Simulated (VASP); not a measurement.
# Pb (P6_3/mmc) in VASP: a series of runs

One crystal, Pb, is run at these levels: PBEsol; tasks: single point.

All numbers are computed with VASP 6.6.1; they aren't measurements. Logs are shortened: lines on timing, memory, paths and dates and some standing lists are left out, and cuts for length are marked.

### Step 1. The crystal as given

Symmetry: P6_3/mmc, No. 194, hexagonal system. Conventional cell: a = 3.480 Å, b = 3.480 Å, c = 5.590 Å, α = 90.00°, β = 90.00°, γ = 120.00°. Pb (site symmetry -6m2) is surrounded by 12 Pb at 3.44 to 3.48 Å.

This isn't the form of Pb at room conditions, which is fcc.

### Step 2. Single point, PBEsol

The input, INCAR:

```
PREC = Accurate
ENCUT = 450
EDIFF = 1E-6
ISMEAR = -1
SIGMA = 0.2
LREAL = False
LASPH = True
NELM = 100
ALGO = Normal
ISIF = 2
LWAVE = False
LCHARG = False
GGA = PS
ADDGRID = False
```

The input, KPOINTS:

```
regular mesh
0
Gamma
  8 8 5
```

The input, POSCAR:

```
Pb
1.0
    3.4800000000      0.0000000000      0.0000000000
   -1.7400000000      3.0137684052      0.0000000000
    0.0000000000      0.0000000000      5.5900000000
Pb
2
Direct
    0.6916670000      0.3496840000      0.7502860000
    0.3559200000      0.6835750000      0.2530120000
```

Potentials or basis: VASP PAW PBE potentials, release 64 (Pb_d).

Started as:

```
$ cat potpaw_PBE.64/Pb_d/POTCAR > POTCAR
$ mpirun -np 1 vasp_std > vasp.out
```

OUTCAR:

```text
PREC = Accurate
   ENCUT = 450
   EDIFF = 1E-6
   ISMEAR = -1
   LREAL = False
   LASPH = True
   NELM = 100
   ISIF = 2
   GGA = PS

 Found    162 irreducible k-points:

 Following reciprocal coordinates:
            Coordinates               Weight
  0.000000  0.000000  0.000000      1.000000
  0.125000  0.000000  0.000000      2.000000
  0.000000  0.125000  0.000000      2.000000
 -0.125000  0.125000  0.000000      2.000000
  0.250000  0.000000  0.000000      2.000000
  0.000000  0.250000  0.000000      2.000000
   k-points           NKPTS =    162   k-points in BZ     NKDIM =    162   number of bands    NBANDS=     18
   number of dos      NEDOS =    301   number of ions     NIONS =      2
   total plane-waves  NPLWV =  23040
   dimension x,y,z NGX =    24 NGY =   24 NGZ =   40
   dimension x,y,z NGXF=    48 NGYF=   48 NGZF=   80
   ions per type =               2
   NGX,Y,Z   is equivalent  to a cutoff of  11.47, 11.47, 11.90 a.u.
   NGXF,Y,Z  is equivalent  to a cutoff of  22.93, 22.93, 23.79 a.u.
 SYSTEM =  unknown system
   PREC   = accura    normal or accurate (medium, high low for compatibility)
   ISTART =      0    job   : 0-new  1-cont  2-samecut
   ICHARG =      2    charge: 1-file 2-atom 10-const
   ISPIN  =      1    spin polarized calculation?
   LNONCOLLINEAR =      F non collinear calculations
   LSORBIT =      F    spin-orbit coupling
   LASPH  =      T    aspherical Exc in radial PAW
   ENCUT  =  450.0 eV  33.07 Ry    5.75 a.u.   6.02  6.02  9.67*2*pi/ulx,y,z
   NELM   =    100;   NELMIN=  2; NELMDL= -5     # of ELM steps
   EDIFF  = 0.1E-05   stopping-criterion for ELM
   LREAL  =      F    real-space projection
   EDIFFG = 0.1E-04   stopping-criterion for IOM
   NSW    =      0    number of steps for IOM
   IBRION =     -1    ionic relax: 0-MD 1-quasi-New 2-CG
   NFREE  =      0    steps in history (QN), initial steepest desc. (CG)
   ISIF   =      2    stress and relaxation
   ISYM   =      2    0-nonsym 1-usesym 2-fastsym
   POTIM  = 0.5000    time-step for ionic-motion
   TEBEG  =    0.0;   TEEND  =   0.0 temperature during run
   PSTRESS=    0.0 pullay stress
   NELECT =      28.0000    total number of electrons
   NUPDOWN=      -1.0000    fix difference up-down
   EMIN   =  10.00;   EMAX   =-10.00  energy-range for DOS
   EFERMI =   0.00;   METHOD = LEGACY
   ISMEAR =    -1;   SIGMA  =   0.20  broadening in eV -4-tet -1-fermi 0-gaus
   EFERMI_NEDOS =   21; number of points for ismear=-14 and -15
   IALGO  =     38    algorithm
   IMIX   =      4    mixing-type and parameters
     AMIX     =   0.40;   BMIX     =  1.00
     AMIX_MAG =   1.60;   BMIX_MAG =  1.00
  volume/ion in A,a.u.               =      29.31       197.82
  Fermi-wavevector in a.u.,A,eV,Ry     =   1.279658  2.418203 22.279870  1.637524
  Thomas-Fermi vector in A             =   2.412131
   LORBIT       =      0    0 simple, 1 ext, 2 COOP (PROOUT), +10 PAW based schemes
   GGA     = PS    functional components
   LHFCALC =     F    Hartree Fock is set to
   AEXX    =    0.0000 exact exchange contribution
   IVDW    =     0    specifies the selected vdW correction
   LEPSILON=     F    determine dielectric tensor
   LRPA    =     F    only Hartree local field effects (RPA)
 non-spin polarized calculation
  energy-cutoff  :      450.00
  volume of cell :       58.63
 maximum number of plane-waves:      1288
   NGX = 13   NGY = 13   NGZ = 19

 number of electron      28.0000002 magnetization

 Free energy of the ion-electron system (eV)
  ---------------------------------------------------
  ext. energy  EPLUGINS =         0.00000000
  ---------------------------------------------------
  free energy    TOTEN  =        -8.02004556 eV

  energy without entropy =       -7.86691958  energy(sigma->0) =       -7.94348257

 E-fermi :   7.4291     XC(G=0): -10.5061

 val. band max:        7.2612006709   @ k =  -0.3750   0.0000   0.2000
 cond. band min:       7.5609465690   @ k =   0.5000   0.3750   0.2000
 fundamental gap:      0.2997458981
 Fermi energy:         7.4291009782

 k-point     1 :       0.0000    0.0000    0.0000
  band No.  band energies     occupation
      1      -9.5694      2.00000
      2      -9.5189      2.00000
      3      -9.5081      2.00000
      4      -9.5076      2.00000
      5      -9.4831      2.00000
      6      -9.4826      2.00000
[... 10 lines left out ...]
     17      14.9681      0.00000
     18      15.6190      0.00000

 k-point     2 :       0.1250    0.0000    0.0000
  band No.  band energies     occupation
      1      -9.5706      2.00000
      2      -9.5282      2.00000
      3      -9.4840      2.00000
      4      -9.4696      2.00000
      5      -9.4611      2.00000
      6      -9.4582      2.00000
[... 10 lines left out ...]
     17      15.1575      0.00000
     18      15.1738      0.00000

 k-point     3 :       0.0000    0.1250    0.0000
  band No.  band energies     occupation
      1      -9.5709      2.00000
      2      -9.5279      2.00000
      3      -9.4837      2.00000
      4      -9.4697      2.00000
      5      -9.4612      2.00000
      6      -9.4579      2.00000
[... 10 lines left out ...]
     17      15.1623      0.00000
     18      15.1765      0.00000

 k-point     4 :      -0.1250    0.1250    0.0000
  band No.  band energies     occupation
      1      -9.5714      2.00000
      2      -9.5275      2.00000
      3      -9.4832      2.00000
      4      -9.4699      2.00000
      5      -9.4615      2.00000
      6      -9.4567      2.00000
[... 10 lines left out ...]
     17      15.1718      0.00000
     18      15.1812      0.00000

 k-point     5 :       0.2500    0.0000    0.0000
  band No.  band energies     occupation
      1      -9.6233      2.00000
      2      -9.5137      2.00000
      3      -9.5070      2.00000
      4      -9.4859      2.00000
      5      -9.4555      2.00000
      6      -9.3773      2.00000
[... 10 lines left out ...]
     17      13.1708      0.00000
     18      14.4467      0.00000

 k-point     6 :       0.0000    0.2500    0.0000
  band No.  band energies     occupation
      1      -9.6234      2.00000
      2      -9.5137      2.00000
      3      -9.5066      2.00000
      4      -9.4867      2.00000
      5      -9.4558      2.00000
      6      -9.3773      2.00000
[... 10 lines left out ...]
     17      13.1770      0.00000
     18      14.4424      0.00000

 [... further k-points ...]

------------------------ aborting loop because EDIFF is reached ----------------------------------------

  FORCE on cell =-STRESS in cart. coord.  units (eV):
  Direction    XX          YY          ZZ          XY          YZ          ZX
  --------------------------------------------------------------------------------------
  -------------------------------------------------------------------------------------
  Total        0.1046966      0.1071144      1.2575618      0.0066573      0.0001592     -0.0008041
  in kB        2.8611601      2.9272342     34.3667908      0.1819307      0.0043494     -0.0219735
  external PRESSURE =      13.3850617 kB  Pullay stress =       0.0000000 kB

 VOLUME and BASIS-vectors are now :
 -----------------------------------------------------------------------------
  energy-cutoff  :      450.00
  volume of cell :       58.63
      direct lattice vectors                 reciprocal lattice vectors
     3.480000000  0.000000000  0.000000000     0.287356322  0.165905250  0.000000000
    -1.740000000  3.013768405  0.000000000     0.000000000  0.331810500  0.000000000
     0.000000000  0.000000000  5.590000000     0.000000000  0.000000000  0.178890877

 POSITION                                       TOTAL-FORCE (eV/Angst)
 -----------------------------------------------------------------------------------
      1.79855      1.05387      4.19410        -0.003336      0.000493      0.039884
      0.04918      2.06014      1.41434         0.003336     -0.000493     -0.039884
 -----------------------------------------------------------------------------------
    total drift:                               -0.000051      0.000037     -0.000070

  FREE ENERGIE OF THE ION-ELECTRON SYSTEM (eV)
  ---------------------------------------------------
  free  energy   TOTEN  =        -8.0200455617 eV

  energy  without entropy=       -7.8669195844  energy(sigma->0) =       -7.94348257
```

Run time: 25 s. Hardware: 1 thread of Intel Xeon 6975P-C (Granite Rapids), shared host; peak memory 0.24 GiB.

These settings aren't checked as converged: the numbers below hold their error.

Results:

```yaml
Free_energy: -8.0200 eV
Pressure: 1.3 GPa
Largest_force: 0.040 eV/Å
Band_gap_on_the_k_mesh: none (metal or under the smearing width)
```

Caveat: the PAW data sets were made with another functional, which shifts forces and pressure a little.

### Step 3. Single point, PBEsol

INCAR, as its differences from that of step 2:

```diff
@@ -1,3 +1,3 @@
 PREC = Accurate
-ENCUT = 450
+ENCUT = 550
 EDIFF = 1E-6
```

KPOINTS is that of step 2.

The input, POSCAR:

```
Pb
1.0
    3.4800000000      0.0000000000      0.0000000000
   -1.7400000000      3.0137684052      0.0000000000
    0.0000000000      0.0000000000      5.5900000000
Pb
2
Direct
    0.6666666667      0.3333333333      0.7500000000
    0.3333333333      0.6666666667      0.2500000000
```

Potentials or basis: VASP PAW PBE potentials, release 64 (Pb_d).

Started as:

```
$ cat potpaw_PBE.64/Pb_d/POTCAR > POTCAR
$ mpirun -np 1 vasp_std > vasp.out
```

Wall time 11 s (1 thread of Intel Xeon 6975P-C (Granite Rapids), shared host); peak memory 0.19 GiB.

These settings aren't checked as converged: the numbers below hold their error.

Results:

```yaml
Free_energy: -8.0200 eV
Pressure: 1.3 GPa
Band_gap_on_the_k_mesh: none (metal or under the smearing width)
```

Caveat: the PAW data sets were made with another functional, which shifts forces and pressure a little.

### Step 4. Single point, PBEsol

INCAR is that of step 3.

KPOINTS is that of step 3.

The input, POSCAR:

```
Pb
1.0
    3.4800000000      0.0000000000      0.0000000000
   -1.7400000000      3.0137684052      0.0000000000
    0.0000000000      0.0000000000      5.5900000000
Pb
2
Direct
    0.6916670000      0.3496840000      0.7502860000
    0.3559200000      0.6835750000      0.2530120000
```

Potentials or basis: VASP PAW PBE potentials, release 64 (Pb_d).

Started as:

```
$ cat potpaw_PBE.64/Pb_d/POTCAR > POTCAR
$ mpirun -np 1 vasp_std > vasp.out
```

OUTCAR:

```text
PREC = Accurate
   ENCUT = 550
   EDIFF = 1E-6
   ISMEAR = -1
   LREAL = False
   LASPH = True
   NELM = 100
   ISIF = 2
   GGA = PS

 Found    162 irreducible k-points:

 Following reciprocal coordinates:
            Coordinates               Weight
  0.000000  0.000000  0.000000      1.000000
  0.125000  0.000000  0.000000      2.000000
  0.000000  0.125000  0.000000      2.000000
 -0.125000  0.125000  0.000000      2.000000
  0.250000  0.000000  0.000000      2.000000
[... 202 lines left out ...]
------------------------ aborting loop because EDIFF is reached ----------------------------------------

  FORCE on cell =-STRESS in cart. coord.  units (eV):
  Direction    XX          YY          ZZ          XY          YZ          ZX
  --------------------------------------------------------------------------------------
  -------------------------------------------------------------------------------------
  Total        0.0833472      0.0856171      1.2355701      0.0066023      0.0001329     -0.0007822
  in kB        2.2777210      2.3397544     33.7658003      0.1804288      0.0036307     -0.0213762
  external PRESSURE =      12.7944252 kB  Pullay stress =       0.0000000 kB

 VOLUME and BASIS-vectors are now :
 -----------------------------------------------------------------------------
  energy-cutoff  :      550.00
  volume of cell :       58.63
      direct lattice vectors                 reciprocal lattice vectors
     3.480000000  0.000000000  0.000000000     0.287356322  0.165905250  0.000000000
    -1.740000000  3.013768405  0.000000000     0.000000000  0.331810500  0.000000000
     0.000000000  0.000000000  5.590000000     0.000000000  0.000000000  0.178890877

 POSITION                                       TOTAL-FORCE (eV/Angst)
 -----------------------------------------------------------------------------------
      1.79855      1.05387      4.19410        -0.003388      0.000663      0.039799
      0.04918      2.06014      1.41434         0.003388     -0.000663     -0.039799
 -----------------------------------------------------------------------------------
    total drift:                                0.000015     -0.000000      0.000003

  FREE ENERGIE OF THE ION-ELECTRON SYSTEM (eV)
  ---------------------------------------------------
  free  energy   TOTEN  =        -8.0197265367 eV

  energy  without entropy=       -7.8666011654  energy(sigma->0) =       -7.94316385
```

Wall time 49 s (1 thread of Intel Xeon 6975P-C (Granite Rapids), shared host); peak memory 0.29 GiB.

These settings aren't checked as converged: the numbers below hold their error.

What came out:

* Free energy: -8.0197 eV
* Pressure: 1.3 GPa
* Largest force: 0.040 eV/Å
* Band gap on the k mesh: none (metal or under the smearing width)

Caveat: the PAW data sets were made with another functional, which shifts forces and pressure a little.

### Step 5. Single point, PBEsol

INCAR, as its differences from that of step 4:

```diff
@@ -1,3 +1,3 @@
 PREC = Accurate
-ENCUT = 550
+ENCUT = 700
 EDIFF = 1E-6
```

KPOINTS is that of step 4.

The input, POSCAR:

```
Pb
1.0
    3.4800000000      0.0000000000      0.0000000000
   -1.7400000000      3.0137684052      0.0000000000
    0.0000000000      0.0000000000      5.5900000000
Pb
2
Direct
    0.6666666667      0.3333333333      0.7500000000
    0.3333333333      0.6666666667      0.2500000000
```

Started as:

```
$ cat potpaw_PBE.64/Pb_d/POTCAR > POTCAR
$ mpirun -np 1 vasp_std > vasp.out
```

It took 14 s on 1 thread of Intel Xeon 6975P-C (Granite Rapids), shared host; peak memory 0.21 GiB.

The run converged, but some of its settings lie outside the range that counts as converged, so its numbers aren't taken as properties of the crystal.

Results:

| Item | Value |
| --- | --- |
| Free energy | -8.0204 eV |
| Pressure | 1.3 GPa |
| Band gap on the k mesh | none (metal or under the smearing width) |

Caveat: the PAW data sets were made with another functional, which shifts forces and pressure a little.

### Step 6. For comparison

An earlier run on the cell as given: functional PBEsol; potentials or basis VASP PAW PBE potentials, release 64 (Pb_d); cutoff 520 eV; k mesh 9 × 9 × 5; occupations fermi-dirac, width 0.05 eV; no spin polarisation.

- Pressure: 1.0 GPa
- Band gap on the k mesh: none (metal or under the smearing width)
